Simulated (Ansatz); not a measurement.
GeO₂ (rutile)

Space group P4₂/mnm (No. 136); a = 4.488 Å, b = 4.488 Å, c = 2.905 Å, α = 90.00°, β = 90.00°, γ = 90.00°

```json
[
 {"atom": "Ge", "site": "2a", "symmetry": "m.mm", "x": "0.0000", "y": "0.0000", "z": "0.0000"},
 {"atom": "O", "site": "4f", "symmetry": "m.2m", "x": "0.3071", "y": "0.3071", "z": "0.0000"}
]
```

The volume is varied about the relaxed value V₀ at fixed cell shape. The atoms relax within the cell's symmetry.

These are PBE (plane waves to 420 eV, PAW, scalar-relativistic; Ansatz, a first-principles code) values and carry that method's errors. k mesh 8×8×11 (Γ-centred), Fermi-Dirac smearing 0.05 eV. The energy includes the smearing's −TS. GeO2 was relaxed with its symmetry unable to fall. ΔE is measured from the relaxed starting cell.

What ΔE (meV/atom) does the calculation give at V/V₀ = 0.933, 1.017, 1.050, 1.067, 1.083, 1.100?


| V/V₀ | ΔE (meV/atom) |
|---|---|
| 0.933 | 32.8 |
| 1.017 | 1.7 |
| 1.050 | 14.6 |
| 1.067 | 25.1 |
| 1.083 | 38.0 |
| 1.100 | 53.1 |

(Under strain, the slope of the energy per volume gives the stress and its curvature an elastic modulus.)
